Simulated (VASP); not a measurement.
# Bi (P6_3/mmc) in VASP: notebook

One crystal, Bi, is run at these levels: PBE; tasks: single point, relaxation of cell and atoms.

Everything below comes from runs of VASP 6.6.1. Logs are shortened: lines on timing, memory, paths and dates and some standing lists are left out, and cuts for length are marked.

**1. The crystal as given**

The structure is hexagonal, space group P6_3/mmc (No. 194). Conventional cell: a = 3.546 Å, b = 3.546 Å, c = 5.825 Å, α = 90.00°, β = 90.00°, γ = 120.00°. Bi (site symmetry -6m2) is surrounded by 12 Bi at 3.55 to 3.56 Å.

The cell was built by a generator and needn't be a form met in nature.

**2. Single point, PBE**

File INCAR:

```
SYSTEM = Bi
PREC = Accurate
ENCUT = 520
EDIFF = 1E-7
ISMEAR = 0
SIGMA = 0.05
LREAL = .FALSE.
LASPH = .TRUE.
NELM = 80
ALGO = Fast
ISIF = 2
LWAVE = .FALSE.
LCHARG = .FALSE.
GGA = PE
NBANDS = 22
```

File KPOINTS:

```
Automatic mesh
0
G
  14 14 8
  0 0 0
```

File POSCAR:

```
Bi
1.0
    3.5463542130      0.0000000000      0.0000000000
   -1.7731771065      3.0712328392      0.0000000000
    0.0000000000      0.0000000000      5.8253591467
Bi
2
Direct
    0.3333333333      0.6666666667      0.7500000000
    0.6666666667      0.3333333333      0.2500000000
```

Potentials or basis: VASP PAW PBE potentials, release 64 (Bi_d).

Command:

```
cat potpaw_PBE.64/Bi_d/POTCAR > POTCAR
mpirun -np 1 vasp_std > vasp.out
```

OUTCAR:

```text
SYSTEM = Bi
   PREC = Accurate
   ENCUT = 520
   EDIFF = 1E-7
   ISMEAR = 0
   LREAL = .FALSE.
   LASPH = .TRUE.
   NELM = 80
   ISIF = 2
   GGA = PE

 ion  position               nearest neighbor table
   1  0.333  0.667  0.750-   2 3.56   2 3.56   2 3.56   2 3.56   2 3.56   2 3.56
   2  0.667  0.333  0.250-   1 3.56   1 3.56   1 3.56   1 3.56   1 3.56   1 3.56

  LATTYP: Found a hexagonal cell.
 ALAT       =     3.5463542130
 C/A-ratio  =     1.6426331936

  Lattice vectors:

 A1 = (   3.5463542130,   0.0000000000,   0.0000000000)
 A2 = (  -1.7731771065,   3.0712328392,   0.0000000000)
 A3 = (   0.0000000000,   0.0000000000,   5.8253591467)

Analysis of symmetry for initial positions (statically):
=====================================================================
 Subroutine PRICEL returns:
 Original cell was already a primitive cell.

 Routine SETGRP: Setting up the symmetry group for a
 hexagonal supercell.

 Subroutine GETGRP returns: Found 24 space group operations
 (whereof 12 operations were pure point group operations)
 out of a pool of 24 trial point group operations.

The static configuration has the point symmetry D_3d.
 The point group associated with its full space group is D_6h.

Analysis of symmetry for dynamics (positions and initial velocities):
=====================================================================
 Subroutine PRICEL returns:
 Original cell was already a primitive cell.

 Routine SETGRP: Setting up the symmetry group for a
 hexagonal supercell.

 Subroutine GETGRP returns: Found 24 space group operations
 (whereof 12 operations were pure point group operations)
 out of a pool of 24 trial point group operations.

The dynamic configuration has the point symmetry D_3d.
 The point group associated with its full space group is D_6h.

 Subroutine INISYM returns: Found 24 space group operations
 (whereof 12 operations are pure point group operations),
 and found     1 'primitive' translations

----------------------------------------------------------------------------------------

                                     Primitive cell

  volume of cell :      63.4479

  direct lattice vectors                    reciprocal lattice vectors
     3.546354213  0.000000000  0.000000000     0.281979729  0.162801072  0.000000000
    -1.773177106  3.071232839  0.000000000     0.000000000  0.325602145  0.000000000
     0.000000000  0.000000000  5.825359147     0.000000000  0.000000000  0.171663236

  length of vectors
     3.546354213  3.546354213  5.825359147     0.325602145  0.325602145  0.171663236

  position of ions in fractional coordinates (direct lattice)
     0.333333333  0.666666667  0.750000000
     0.666666667  0.333333333  0.250000000

  ion indices of the primitive-cell ions
   primitive index   ion index
                 1           1
                 2           2

----------------------------------------------------------------------------------------

 KPOINTS: Automatic mesh

Automatic generation of k-mesh.
 Grid dimensions read from file:
 generate k-points for:   14   14    8

 Generating k-lattice:

  Cartesian coordinates                     Fractional coordinates (reciprocal lattice)
     0.020141409  0.011628648  0.000000000     0.071428571  0.000000000  0.000000000
     0.000000000  0.023257296  0.000000000     0.000000000  0.071428571  0.000000000
     0.000000000  0.000000000  0.021457904     0.000000000  0.000000000  0.125000000

  Length of vectors
     0.023257296  0.023257296  0.021457904

  Shift w.r.t. Gamma in fractional coordinates (k-lattice)
     0.000000000  0.000000000  0.000000000

 Subroutine IBZKPT returns following result:
 ===========================================

 Found    120 irreducible k-points:

 Following reciprocal coordinates:
            Coordinates               Weight
  0.000000  0.000000  0.000000      1.000000
  0.071429  0.000000  0.000000      6.000000
  0.142857  0.000000  0.000000      6.000000
  0.214286  0.000000  0.000000      6.000000
  0.285714  0.000000  0.000000      6.000000
  0.357143 -0.000000  0.000000      6.000000
[... 16 lines left out ...]
  0.285714  0.285714  0.000000      6.000000
  0.357143  0.285714  0.000000      6.000000
 [... further k-points ...]
   k-points           NKPTS =    120   k-points in BZ     NKDIM =    120   number of bands    NBANDS=     22
   number of dos      NEDOS =    301   number of ions     NIONS =      2
   total plane-waves  NPLWV =  37632
   dimension x,y,z NGX =    28 NGY =   28 NGZ =   48
   dimension x,y,z NGXF=    56 NGYF=   56 NGZF=   96
   ions per type =               2
   NGX,Y,Z   is equivalent  to a cutoff of  13.13, 13.13, 13.70 a.u.
   NGXF,Y,Z  is equivalent  to a cutoff of  26.25, 26.25, 27.40 a.u.
 SYSTEM =  Bi
   PREC   = accura    normal or accurate (medium, high low for compatibility)
   ISTART =      0    job   : 0-new  1-cont  2-samecut
   ICHARG =      2    charge: 1-file 2-atom 10-const
   ISPIN  =      1    spin polarized calculation?
   LNONCOLLINEAR =      F non collinear calculations
   LSORBIT =      F    spin-orbit coupling
   LASPH  =      T    aspherical Exc in radial PAW
   ENCUT  =  520.0 eV  38.22 Ry    6.18 a.u.   6.59  6.59 10.83*2*pi/ulx,y,z
   NELM   =     80;   NELMIN=  2; NELMDL= -5     # of ELM steps
   EDIFF  = 0.1E-06   stopping-criterion for ELM
   LREAL  =      F    real-space projection
   EDIFFG = 0.1E-05   stopping-criterion for IOM
   NSW    =      0    number of steps for IOM
   IBRION =     -1    ionic relax: 0-MD 1-quasi-New 2-CG
   NFREE  =      0    steps in history (QN), initial steepest desc. (CG)
   ISIF   =      2    stress and relaxation
   ISYM   =      2    0-nonsym 1-usesym 2-fastsym
   POTIM  = 0.5000    time-step for ionic-motion
   TEBEG  =    0.0;   TEEND  =   0.0 temperature during run
   PSTRESS=    0.0 pullay stress
   NELECT =      30.0000    total number of electrons
   NUPDOWN=      -1.0000    fix difference up-down
   EMIN   =  10.00;   EMAX   =-10.00  energy-range for DOS
   EFERMI =   0.00;   METHOD = LEGACY
   ISMEAR =     0;   SIGMA  =   0.05  broadening in eV -4-tet -1-fermi 0-gaus
   EFERMI_NEDOS =   21; number of points for ismear=-14 and -15
   IALGO  =     68    algorithm
   IMIX   =      4    mixing-type and parameters
     AMIX     =   0.40;   BMIX     =  1.00
     AMIX_MAG =   1.60;   BMIX_MAG =  1.00
  volume/ion in A,a.u.               =      31.72       214.08
  Fermi-wavevector in a.u.,A,eV,Ry     =   1.275389  2.410136 22.131476  1.626618
  Thomas-Fermi vector in A             =   2.408104
   LORBIT       =      0    0 simple, 1 ext, 2 COOP (PROOUT), +10 PAW based schemes
   GGA     = PE    functional components
   LHFCALC =     F    Hartree Fock is set to
   AEXX    =    0.0000 exact exchange contribution
   IVDW    =     0    specifies the selected vdW correction
   LEPSILON=     F    determine dielectric tensor
   LRPA    =     F    only Hartree local field effects (RPA)
 non-spin polarized calculation
 RMM-DIIS sequential band-by-band and
 Gauss-broadening in eV      SIGMA  =   0.05
  energy-cutoff  :      520.00
  volume of cell :       63.45
 maximum number of plane-waves:      1737
 NGX is ok and might be reduce to    28
   NGX = 13   NGY = 13   NGZ = 21

 number of electron      30.0000003 magnetization

 Free energy of the ion-electron system (eV)
  ---------------------------------------------------
  ext. energy  EPLUGINS =         0.00000000
  ---------------------------------------------------
  free energy    TOTEN  =        -7.49247472 eV

  energy without entropy =       -7.49076839  energy(sigma->0) =       -7.49162156

 E-fermi :   7.7691     XC(G=0): -10.2027

 val. band max:        7.7680190729   @ k =   0.2143   0.0714   0.0000
 cond. band min:       7.8017331179   @ k =   0.3571   0.2143   0.1250
 fundamental gap:      0.0337140450
 Fermi energy:         7.7690720873

 k-point     1 :       0.0000    0.0000    0.0000
  band No.  band energies     occupation
      1     -15.3249      2.00000
      2     -15.3151      2.00000
      3     -15.3046      2.00000
      4     -15.3046      2.00000
      5     -15.2968      2.00000
      6     -15.2968      2.00000
[... 14 lines left out ...]
     21      17.2775      0.00000
     22      18.1612      0.00000

 k-point     2 :       0.0714    0.0000    0.0000
  band No.  band energies     occupation
      1     -15.3246      2.00000
      2     -15.3148      2.00000
      3     -15.3019      2.00000
      4     -15.2985      2.00000
      5     -15.2941      2.00000
      6     -15.2908      2.00000
[... 14 lines left out ...]
     21      17.1288      0.00000
     22      17.7873      0.00000

 k-point     3 :       0.1429    0.0000    0.0000
  band No.  band energies     occupation
      1     -15.3309      2.00000
      2     -15.3087      2.00000
      3     -15.2988      2.00000
      4     -15.2862      2.00000
      5     -15.2843      2.00000
      6     -15.2816      2.00000
[... 14 lines left out ...]
     21      16.8378      0.00000
     22      17.3178      0.00000

 k-point     4 :       0.2143    0.0000    0.0000
  band No.  band energies     occupation
      1     -15.3429      2.00000
      2     -15.3012      2.00000
      3     -15.2966      2.00000
      4     -15.2940      2.00000
      5     -15.2917      2.00000
      6     -15.2576      2.00000
[... 14 lines left out ...]
     21      16.7037      0.00000
     22      17.5275      0.00000

 k-point     5 :       0.2857    0.0000    0.0000
  band No.  band energies     occupation
      1     -15.3558      2.00000
      2     -15.3088      2.00000
      3     -15.3046      2.00000
      4     -15.2994      2.00000
      5     -15.2774      2.00000
      6     -15.2343      2.00000
[... 417 lines left out ...]
 k-point    22 :       0.3571    0.2143    0.0000
  band No.  band energies     occupation
      1     -15.3463      2.00000
      2     -15.3223      2.00000
      3     -15.2932      2.00000
      4     -15.2734      2.00000
      5     -15.2627      2.00000
      6     -15.2516      2.00000
[... 14 lines left out ...]
     21      19.2654      0.00000
     22      19.7611      0.00000

 k-point    23 :       0.2857    0.2857    0.0000
  band No.  band energies     occupation
      1     -15.3481      2.00000
      2     -15.2923      2.00000
      3     -15.2893      2.00000
      4     -15.2892      2.00000
      5     -15.2649      2.00000
      6     -15.2375      2.00000
[... 14 lines left out ...]
     21      18.6800      0.00000
     22      19.3442      0.00000

 k-point    24 :       0.3571    0.2857    0.0000
  band No.  band energies     occupation
      1     -15.3509      2.00000
      2     -15.2917      2.00000
      3     -15.2835      2.00000
      4     -15.2713      2.00000
      5     -15.2709      2.00000
      6     -15.2432      2.00000
[... 14 lines left out ...]
     21      19.9748      0.00000
     22      20.6241      0.00000

 [... further k-points ...]

------------------------ aborting loop because EDIFF is reached ----------------------------------------

  FORCE on cell =-STRESS in cart. coord.  units (eV):
  Direction    XX          YY          ZZ          XY          YZ          ZX
  --------------------------------------------------------------------------------------
  -------------------------------------------------------------------------------------
  Total       -0.0322587     -0.0322587     -0.0303747     -0.0000000      0.0000000      0.0000000
  in kB       -0.8145922     -0.8145922     -0.7670169     -0.0000000      0.0000000      0.0000000
  external PRESSURE =      -0.7987337 kB  Pullay stress =       0.0000000 kB

 VOLUME and BASIS-vectors are now :
 -----------------------------------------------------------------------------
  energy-cutoff  :      520.00
  volume of cell :       63.45
      direct lattice vectors                 reciprocal lattice vectors
     3.546354213  0.000000000  0.000000000     0.281979729  0.162801072  0.000000000
    -1.773177106  3.071232839  0.000000000     0.000000000  0.325602145  0.000000000
     0.000000000  0.000000000  5.825359147     0.000000000  0.000000000  0.171663236

 POSITION                                       TOTAL-FORCE (eV/Angst)
 -----------------------------------------------------------------------------------
     -0.00000      2.04749      4.36902        -0.000000     -0.000000      0.000000
      1.77318      1.02374      1.45634         0.000000      0.000000      0.000000
 -----------------------------------------------------------------------------------
    total drift:                               -0.000000      0.000000      0.000000

  FREE ENERGIE OF THE ION-ELECTRON SYSTEM (eV)
  ---------------------------------------------------
  free  energy   TOTEN  =        -7.4924747189 eV

  energy  without entropy=       -7.4907683936  energy(sigma->0) =       -7.49162156
```

Wall time 75 s (1 thread of Intel Xeon 6975P-C (Granite Rapids), shared host); peak memory 0.27 GiB.

What came out:

```yaml
Free_energy: -7.4925 eV
Pressure: -0.1 GPa
Band_gap_on_the_k_mesh: none (metal or under the smearing width)
```

Caveat: spin-orbit coupling is left out, which moves the levels of the heavy elements.

**3. Relaxation of cell and atoms, PBE**

This run uses another cell than the first one, of 35.39 Å³/atom, 1.115 times its volume.

File INCAR:

```
SYSTEM = Bi
PREC = Accurate
ENCUT = 600
EDIFF = 1E-6
ISMEAR = 0
SIGMA = 0.05
LREAL = .False.
LASPH = .True.
NELM = 80
ALGO = Fast
ISIF = 3
LWAVE = .False.
LCHARG = .False.
GGA = PE
IBRION = 2
NSW = 80
EDIFFG = -0.01
```

File KPOINTS:

```
regular mesh
0
Gamma
  14 14 8
  0 0 0
```

File POSCAR:

```
Bi
1.0
    3.6848437729      0.0000000000      0.0000000000
   -1.8424218865      3.1911683163      0.0000000000
    0.0000000000      0.0000000000      6.0185781624
Bi
2
Direct
    0.3333333333      0.6666666667      0.7500000000
    0.6666666667      0.3333333333      0.2500000000
```

Potentials or basis: VASP PAW PBE potentials, release 64 (Bi_d).

Command:

```
cat potpaw_PBE.64/Bi_d/POTCAR > POTCAR
mpirun -np 1 vasp_std > vasp.out
```

OUTCAR:

```text
SYSTEM = Bi
   PREC = Accurate
   ENCUT = 600
   EDIFF = 1E-6
   ISMEAR = 0
   LREAL = .False.
   LASPH = .True.
   NELM = 80
   ISIF = 3
   GGA = PE
   IBRION = 2
   NSW = 80
   EDIFFG = -0.01

 ion  position               nearest neighbor table
   1  0.333  0.667  0.750-   2 3.69   2 3.69   2 3.69   2 3.69   2 3.69   2 3.69
   2  0.667  0.333  0.250-   1 3.69   1 3.69   1 3.69   1 3.69   1 3.69   1 3.69

  LATTYP: Found a hexagonal cell.
 ALAT       =     3.6848437729
 C/A-ratio  =     1.6333333333

  Lattice vectors:

 A1 = (   3.6848437729,   0.0000000000,   0.0000000000)
 A2 = (  -1.8424218865,   3.1911683163,   0.0000000000)
 A3 = (   0.0000000000,   0.0000000000,   6.0185781624)

Analysis of symmetry for initial positions (statically):
[... 820 lines left out ...]
  energy  without entropy=       -7.4913876294  energy(sigma->0) =       -7.49222120

[... ionic steps 4 to 10 ...]

--------------------------------------- Ionic step       11  -------------------------------------------

 number of electron      29.9999999 magnetization

------------------------ aborting loop because EDIFF is reached ----------------------------------------
[... 67 lines left out ...]
--------------------------------------- Ionic step       13  -------------------------------------------

 number of electron      29.9999999 magnetization

 Free energy of the ion-electron system (eV)
  ---------------------------------------------------
  ext. energy  EPLUGINS =         0.00000000
  ---------------------------------------------------
  free energy    TOTEN  =        -7.49307013 eV

  energy without entropy =       -7.49134736  energy(sigma->0) =       -7.49220875

 E-fermi :   7.7725     XC(G=0): -10.2038

 val. band max:        7.7720164762   @ k =   0.2143   0.0714   0.0000
 cond. band min:       7.8031360986   @ k =   0.3571   0.2143   0.1250
 fundamental gap:      0.0311196223
 Fermi energy:         7.7725121215

 k-point     1 :       0.0000    0.0000    0.0000
  band No.  band energies     occupation
      1     -15.3224      2.00000
      2     -15.3124      2.00000
      3     -15.3019      2.00000
      4     -15.3019      2.00000
      5     -15.2941      2.00000
      6     -15.2941      2.00000
[... 548 lines left out ...]
  FREE ENERGIE OF THE ION-ELECTRON SYSTEM (eV)
  ---------------------------------------------------
  free  energy   TOTEN  =        -7.4930701294 eV

  energy  without entropy=       -7.4913473642  energy(sigma->0) =       -7.49220875

 reached required accuracy - stopping structural energy minimisation
```

It took 8.2 min on 1 thread of Intel Xeon 6975P-C (Granite Rapids), shared host; peak memory 0.33 GiB.

Results:

```
Free energy                            : -7.4931 eV
Relaxed volume                         : 31.72 Å³/atom
Relaxed cell                           : a = 3.545 Å, b = 3.545 Å, c = 5.827 Å, α = 90.00°, β = 90.00°, γ = 120.00°
Space group after relaxing (to 0.05 Å) : P6_3/mmc (No. 194)
Energy gained by relaxing              : 57.5 meV/atom
Ionic steps                            : 13
Pressure after relaxing                : 0.0 GPa
Band gap on the k mesh                 : none (metal or under the smearing width)
```

Step by step:
| step | energy change (eV) | largest force (eV/Å) | pressure (GPa) | volume (Å³) |
| --- | --- | --- | --- | --- |
| 1 | 0.0000 | 0.0000 | -4.55 | 70.77 |
| 2 | -0.0982 | 0.0000 | 2.23 | 60.96 |
| 3 | -0.1150 | 0.0000 | 0.01 | 63.42 |
| 4 | -0.1150 | 0.0000 | -0.09 | 63.56 |
| 5 | -0.1150 | 0.0000 | -0.08 | 63.56 |
| 6 | -0.1150 | 0.0000 | -0.09 | 63.56 |
| 7 | -0.1150 | 0.0000 | -0.08 | 63.53 |
| 8 | -0.1151 | 0.0000 | -0.06 | 63.44 |
| 9 | -0.1150 | 0.0000 | 0.05 | 63.26 |
| 10 | -0.1150 | 0.0000 | 0.10 | 63.34 |
| 11 | -0.1151 | 0.0000 | 0.07 | 63.40 |
| 12 | -0.1151 | 0.0000 | 0.06 | 63.43 |
| 13 | -0.1151 | 0.0000 | 0.03 | 63.43 |

Final structure:
```cif
data_structure
_symmetry_space_group_name_H-M 'P 1'
_symmetry_Int_Tables_number 1
_cell_length_a 3.5455
_cell_length_b 3.5455
_cell_length_c 5.8268
_cell_angle_alpha 90.000
_cell_angle_beta 90.000
_cell_angle_gamma 120.000
_cell_volume 63.43
loop_
_atom_site_label
_atom_site_type_symbol
_atom_site_fract_x
_atom_site_fract_y
_atom_site_fract_z
_atom_site_occupancy
Bi1 Bi 0.33333 0.66667 0.75000 1
Bi2 Bi 0.66667 0.33333 0.25000 1
```

Caveat: spin-orbit coupling is left out, which moves the levels of the heavy elements.
